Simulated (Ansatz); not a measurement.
input.yaml

```yaml
crystal:
  lattice:
    - [2.0411666603, -2.0410547658, 0.1617017724]
    - [2.0411666603, 2.0410547658, 0.1617017724]
    - [-0.4033336075, 0.0, 5.0939216032]
  atoms:
    - { symbol: Cu, position: [0.0, 0.5, 0.0] }
    - { symbol: Cu, position: [0.5, 0.0, 0.5] }
    - { symbol: O, position: [0.4999908388, 0.5000091612, 0.25] }
    - { symbol: O, position: [0.5000091612, 0.4999908388, 0.75] }
basis:
  ecutwfc: 420
kpoints:
  mp_grid: { grid: [14, 14, 8] }
hamiltonian:
  xc: pbe
  hubbard: { sites: [{ species: Cu, l: d, u_eff: 4.0 }] }
scf:
  occupations: { method: gaussian, width: 0.1 }
output:
  forces: true
  stress: true
  eigenvalues: true
relax:
  adjacent_minimum: "off"
  f_tol: 0.01
  max_steps: 30
  cell: { stress_tol: 0.1, fix: [volume] }
```

Launched with
```bash
ansatz run input.yaml --threads 1 --pin off --max-ram 2560MiB --backend cpu --events-out ev --progress --plain --runs-dir out
```

Computed with Ansatz, DFT PBE+U, scalar-relativistic, plane waves, PAW.

From the run's log, abridged:

```
Cu: projections on atomic orbitals take those of the free atom [Ne] 3s2 3p6 3d10 4s1, of charge +0.00 (hamiltonian.pseudopotentials.projection_atoms); the dataset's partial waves leave at most 2.0e-6 of an orbital's norm unspanned inside its sphere
O: projections on atomic orbitals take those of the free atom [He] 2s2 2p4, of charge +0.00 (hamiltonian.pseudopotentials.projection_atoms); the dataset's partial waves leave at most 1.9e-8 of an orbital's norm unspanned inside its sphere
Pseudopotentials: kind: paw
Pseudopotential: Cu, paw, valence charge 19, recommended cutoff 420 eV (normal)
Pseudopotential: O, paw, valence charge 6, recommended cutoff 420 eV (normal)
Functional definition: PBE
Crystal: 4 atoms, lattice volume = 42.710 Å³
Basis set: ecut = 420 eV, 829 PW (Γ), exchange–correlation on 40×40×72 points (8 copies of the dense FFT grid, shifted against one another)
Bands: 30, of which v1, the nominal top of the filled ones, is band 25 counted from 1 (24 counted from 0)
Symmetry: 4 space group operations
Space group: C2/c (ITA 15), of the structure as read, at distance tolerance 3.5e-5 Å
k-points: 429 of 1568
Initial density: superposition of atomic densities (chi_scale 0.1, normalization cell, long waves of neutral atoms under a Hubbard term (reshape's long-wave potential 0.00 eV rms, cloud 1.98 Å wide))
Initial wavefunctions: pseudopotential atomic-orbital guess
Functional: x = pbe(κ = 0.804, μ = 0.21951497), c = pbe(β = 0.06672455)
SCF iter   1: F=—  HF=-14380.350486 eV  |F-HF|=—  |Δ(HF+E_count)|=         —  Δρ=6.56e-2  dr2=1.13e0  ethr=2.24e-3  ⟨swp⟩=1.0  Hψ=60132  notcnv=0
SCF iter   2: F=—  HF=-14380.558557 eV  |F-HF|=—  |Δ(HF+E_count)|=   2.08e-1  Δρ=6.02e-2  dr2=6.83e-1  ethr=2.24e-3  ⟨swp⟩=2.4  Hψ=21320  notcnv=0
SCF iter   3: F=—  HF=-14380.577811 eV  |F-HF|=—  |Δ(HF+E_count)|=   1.93e-2  Δρ=2.03e-2  dr2=4.92e-2  ethr=1.37e-3  ⟨swp⟩=2.1  Hψ=23636  notcnv=0  defer=152
SCF iter   4: F=—  HF=-14380.700567 eV  |F-HF|=—  |Δ(HF+E_count)|=   1.23e-1  Δρ=1.78e-2  dr2=6.59e-2  ethr=9.85e-5  ⟨swp⟩=2.0  Hψ=22958  notcnv=0  defer=152
SCF iter   5: F=—  HF=-14380.699183 eV  |F-HF|=—  |Δ(HF+E_count)|=   1.38e-3  Δρ=2.25e-3  dr2=1.50e-3  ethr=9.85e-5  ⟨swp⟩=2.0  Hψ=22295  notcnv=0  defer=187
SCF iter   6: F=—  HF=-14380.700339 eV  |F-HF|=—  |Δ(HF+E_count)|=   1.16e-3  Δρ=1.22e-3  dr2=3.73e-4  ethr=3.00e-6  ⟨swp⟩=2.0  Hψ=20644  notcnv=0  defer=187
SCF iter   7: F=—  HF=-14380.700670 eV  |F-HF|=—  |Δ(HF+E_count)|=   3.30e-4  Δρ=3.28e-4  dr2=5.09e-5  ethr=7.47e-7  ⟨swp⟩=2.4  Hψ=19430  notcnv=0  defer=187
SCF iter   8: F=—  HF=-14380.700715 eV  |F-HF|=—  |Δ(HF+E_count)|=   4.50e-5  Δρ=8.48e-5  dr2=4.18e-6  ethr=1.02e-7  ⟨swp⟩=2.0  Hψ=18931  notcnv=0  defer=187
SCF iter   9: F=—  HF=-14380.700718 eV  |F-HF|=—  |Δ(HF+E_count)|=   3.56e-6  Δρ=2.17e-5  dr2=1.95e-7  ethr=8.35e-9  ⟨swp⟩=2.0  Hψ=19597  notcnv=0  defer=187
SCF iter  10: F=-14380.700718 eV  HF=-14380.700718 eV  |F-HF|=7.18e-9  |Δ(HF+E_count)|=   8.15e-8  Δρ=4.55e-6  dr2=7.54e-9  ethr=2.00e-10  ⟨swp⟩=6.2  Hψ=50383  notcnv=0
SCF 1 converged in 10 iterations: F = -14380.700718 eV  dr2 = 7.54e-9
relax step   1: F+E_penalty+E_count = -14380.70071850 eV  Δ(F+E_penalty+E_count) = +0.000e0 eV  max|allowed force component| = 9.613e-5 eV/Å  Δτ_max = 0.0000 Å  P = +9.568 GPa  Ω = 42.710 Å³  fix = [volume]  reactions: volume +9.568 GPa (10 SCF iters, dr2 threshold 1.00e-7 eV, accepted)
Initial density: handed on by an earlier stage of this run
Initial wavefunctions: those handed on with the density
SCF iter   1: F=—  HF=-14380.702838 eV  |F-HF|=—  |Δ(HF+E_count)|=         —  Δρ=5.84e-4  dr2=5.45e-5  ethr=1.39e-7  ⟨swp⟩=3.3  Hψ=65973  notcnv=0
SCF iter   2: F=—  HF=-14380.702839 eV  |F-HF|=—  |Δ(HF+E_count)|=   1.85e-6  Δρ=2.03e-4  dr2=6.70e-6  ethr=1.09e-7  ⟨swp⟩=2.4  Hψ=19403  notcnv=0
SCF iter   3: F=—  HF=-14380.702842 eV  |F-HF|=—  |Δ(HF+E_count)|=   2.46e-6  Δρ=9.43e-5  dr2=1.08e-6  ethr=1.34e-8  ⟨swp⟩=2.4  Hψ=17513  notcnv=0
SCF iter   4: F=—  HF=-14380.702843 eV  |F-HF|=—  |Δ(HF+E_count)|=   9.57e-7  Δρ=6.24e-5  dr2=8.22e-7  ethr=8.00e-10  ⟨swp⟩=5.0  Hψ=52770  notcnv=0
SCF iter   5: F=—  HF=-14380.702843 eV  |F-HF|=—  |Δ(HF+E_count)|=   4.32e-9  Δρ=5.39e-5  dr2=5.07e-7  ethr=1.64e-9  ⟨swp⟩=2.0  Hψ=23514  notcnv=0
SCF iter   6: F=-14380.702843 eV  HF=-14380.702843 eV  |F-HF|=1.00e-8  |Δ(HF+E_count)|=   1.38e-7  Δρ=1.69e-5  dr2=3.17e-8  ethr=8.00e-10  ⟨swp⟩=4.9  Hψ=47737  notcnv=0
SCF 2 converged in 6 iterations: F = -14380.702843 eV  dr2 = 3.17e-8
relax step   2: F+E_penalty+E_count = -14380.70284276 eV  Δ(F+E_penalty+E_count) = -2.124e-3 eV  max|allowed force component| = 7.594e-5 eV/Å  Δτ_max = 0.0000 Å  P = +9.224 GPa  Ω = 42.710 Å³  energy of the carried Pulay correction = -3.081e-5 eV  fix = [volume]  reactions: volume +9.224 GPa (6 SCF iters, dr2 threshold 4.00e-7 eV, accepted)
SCF iter   1: F=—  HF=-14380.703536 eV  |F-HF|=—  |Δ(HF+E_count)|=         —  Δρ=6.10e-4  dr2=6.21e-5  ethr=1.55e-7  ⟨swp⟩=3.3  Hψ=65527  notcnv=0
SCF iter   2: F=—  HF=-14380.703537 eV  |F-HF|=—  |Δ(HF+E_count)|=   1.29e-7  Δρ=2.13e-4  dr2=6.80e-6  ethr=1.24e-7  ⟨swp⟩=2.5  Hψ=19704  notcnv=0
SCF iter   3: F=—  HF=-14380.703540 eV  |F-HF|=—  |Δ(HF+E_count)|=   3.88e-6  Δρ=1.53e-4  dr2=4.90e-6  ethr=1.36e-8  ⟨swp⟩=2.0  Hψ=19709  notcnv=0
SCF iter   4: F=—  HF=-14380.703541 eV  |F-HF|=—  |Δ(HF+E_count)|=   2.12e-7  Δρ=1.56e-4  dr2=4.37e-6  ethr=9.80e-9  ⟨swp⟩=2.0  Hψ=23507  notcnv=0
SCF iter   5: F=-14380.703540 eV  HF=-14380.703540 eV  |F-HF|=2.09e-7  |Δ(HF+E_count)|=   5.68e-7  Δρ=4.97e-5  dr2=3.93e-7  ethr=8.00e-10  ⟨swp⟩=3.0  Hψ=49540  notcnv=0
SCF 3 converged in 5 iterations: F = -14380.703540 eV  dr2 = 3.93e-7
relax step   3: F+E_penalty+E_count = -14380.70353992 eV  Δ(F+E_penalty+E_count) = -6.972e-4 eV  max|allowed force component| = 7.816e-6 eV/Å  Δτ_max = 0.0000 Å  P = +8.874 GPa  Ω = 42.710 Å³  energy of the carried Pulay correction = -6.199e-5 eV  fix = [volume]  reactions: volume +8.874 GPa (5 SCF iters, dr2 threshold 4.00e-7 eV, accepted)
Initial wavefunctions: pseudopotential atomic-orbital guess (no wavefunctions were taken with the density)
SCF iter   1: F=—  HF=-14380.703555 eV  |F-HF|=—  |Δ(HF+E_count)|=         —  Δρ=2.22e-4  dr2=1.27e-6  ethr=8.87e-8  ⟨swp⟩=3.0  Hψ=78616  notcnv=0
SCF iter   2: F=—  HF=-14380.703734 eV  |F-HF|=—  |Δ(HF+E_count)|=   1.79e-4  Δρ=8.36e-5  dr2=1.12e-6  ethr=2.54e-9  ⟨swp⟩=2.0  Hψ=22904  notcnv=0
SCF iter   3: F=—  HF=-14380.703734 eV  |F-HF|=—  |Δ(HF+E_count)|=   1.06e-7  Δρ=7.45e-5  dr2=1.06e-6  ethr=2.25e-9  ⟨swp⟩=2.0  Hψ=23646  notcnv=0
SCF iter   4: F=—  HF=-14380.703734 eV  |F-HF|=—  |Δ(HF+E_count)|=   2.28e-7  Δρ=2.78e-5  dr2=9.30e-8  ethr=2.11e-9  ⟨swp⟩=2.0  Hψ=17311  notcnv=0
SCF iter   5: F=—  HF=-14380.703734 eV  |F-HF|=—  |Δ(HF+E_count)|=   4.14e-8  Δρ=5.59e-6  dr2=3.39e-9  ethr=1.86e-10  ⟨swp⟩=2.1  Hψ=19211  notcnv=0
SCF iter   6: F=—  HF=-14380.703734 eV  |F-HF|=—  |Δ(HF+E_count)|=  8.77e-10  Δρ=1.49e-6  dr2=2.98e-10  ethr=6.77e-12  ⟨swp⟩=2.7  Hψ=18980  notcnv=0
SCF iter   7: F=-14380.703734 eV  HF=-14380.703734 eV  |F-HF|=3.09e-11  |Δ(HF+E_count)|=  7.82e-11  Δρ=4.09e-7  dr2=3.43e-11  ethr=1.00e-12  ⟨swp⟩=4.0  Hψ=44360  notcnv=0
SCF 4 converged in 7 iterations: F = -14380.703734 eV  dr2 = 3.43e-11
SCF converged after 7 iterations
Free energy (F): -14380.703734 eV
Harris-Foulkes:  -14380.703734 eV  (|F-HF|=3.09e-11)
Internal energy: -14380.692159 eV  (E = F + TS)
E sigma→0 (E₀):  -14380.697946 eV
Entropy (-TS):   -0.011575 eV (-2.894 meV/atom)
Fermi energy:    11.131282 eV
--- Per-component energies (eV) ---
  E_band       = -922.057299
  E_kinetic    = 944.833939
  E_local      = -10033.428310  (includes V_loc(G=0)·N_el)
  E_nonlocal   = 883.674761
  E_hartree    = 4355.584540
  E_xc         = -323.750948
  E_vxc        = -415.587909  (∫ρ·V_xc dr)
  E_hubbard    = 1.701021  (on-site DFT+U / exact-exchange correction)
  E_vhub       = -34.534454  (the Hubbard potential's part of the band-sum identity)
  E_paw        = -3643.773152  (= ΣΔE_a)
  E_vpaw       = -978.190498  (= ΣTr[D̂ρ^β])
  E_aug_tail   = 0.005568  (compensation charges beyond the density's cutoff)
  E_ewald      = -6565.539577
  E_smearing   = -0.011575  (= −TS)
--- Forces (eV/Å), atoms counted from 1 ---
  atom   1  Cu     0.00000000     0.00000000     0.00000000
  atom   2  Cu     0.00000000     0.00000000     0.00000000
  atom   3  O      0.00000000     0.00000646     0.00000000
  atom   4  O      0.00000000    -0.00000646     0.00000000
--- Stress (GPa, compression-positive) ---
        8.848093       0.000000      -0.008301
        0.000000       8.839861       0.000000
       -0.008301       0.000000       8.952947
  P = ⅓ Tr σ = 8.8803 GPa (88.803 kbar)
--- Band table (eV; the first three rows and the last of 429) ---
  k-point 0: bands = ["-100.8245", "-100.8239", "-58.3229", "-58.3229", "-58.3027", "-58.2961", "-57.9997", "-57.9997", "-8.7407", "-7.3729", "2.6015", "5.3097", "5.3162", "6.2795", "6.5471", "6.8222", "7.5168", "7.5882", "7.5917", "7.6061", "7.8782", "7.8793", "8.3299", "8.6079", "11.8065", "11.8154", "12.8460", "17.6905", "18.8497", "25.2087"]
  k-point 1: bands = ["-100.8245", "-100.8239", "-58.3229", "-58.3229", "-58.3024", "-58.2963", "-57.9997", "-57.9997", "-8.6973", "-7.4370", "2.7496", "5.3295", "5.3357", "6.2444", "6.5563", "6.7423", "7.2920", "7.2936", "7.5201", "7.6027", "8.2094", "8.2124", "8.2972", "8.4652", "11.7381", "11.7467", "13.0703", "17.1854", "19.4773", "25.2513"]
  k-point 2: bands = ["-100.8243", "-100.8239", "-58.3229", "-58.3229", "-58.3017", "-58.2971", "-57.9997", "-57.9997", "-8.5711", "-7.6124", "3.1728", "5.3828", "5.3879", "5.9911", "6.5786", "6.6155", "6.9524", "6.9527", "7.5298", "7.5929", "8.2098", "8.2117", "8.6430", "8.6465", "11.5589", "11.5663", "13.6155", "16.4348", "20.5777", "25.3823"]
  k-point 428: bands = ["-100.8223", "-100.8223", "-58.3375", "-58.3375", "-58.2966", "-58.2966", "-58.0115", "-58.0115", "-7.3105", "-7.3105", "4.8051", "4.8051", "4.9470", "4.9470", "5.4937", "5.4937", "6.8864", "6.8864", "7.6147", "7.6147", "8.5433", "8.5433", "8.9945", "8.9945", "10.6145", "10.6145", "15.5385", "15.5385", "22.4141", "22.4141"]
Occupation matrices written to <dir>
--- Relaxed structure (3 steps of the walk, 3 accepted, 1 SCFs on fresh bases) ---
  F+E_penalty+E_count = -14380.70373384 eV   max|allowed force component| = 6.458e-6 eV/Å   (the final SCF, on the basis selected at the relaxed cell)
  cell:  # Å, volume = 42.7101 Å³
    - [2.03141724, -2.03097946, 0.16092824]
    - [2.03141724, 2.03097946, 0.16092824]
    - [-0.40728573, 0.0, 5.14375995]
  atoms:
    - { symbol: Cu, position: [0.0, 0.5, 0.0] }
    - { symbol: Cu, position: [0.5, 0.0, 0.49999999] }
    - { symbol: O, position: [0.49998811, 0.50001188, 0.24999999] }
    - { symbol: O, position: [0.50001188, 0.49998811, 0.74999999] }
```

The relaxation met its thresholds.

It took 2.3 min on 1 thread of Arm Neoverse V2 (shared host), peak memory 0.96 GiB.

Spin polarisation was left out, and a magnetic state may lie lower.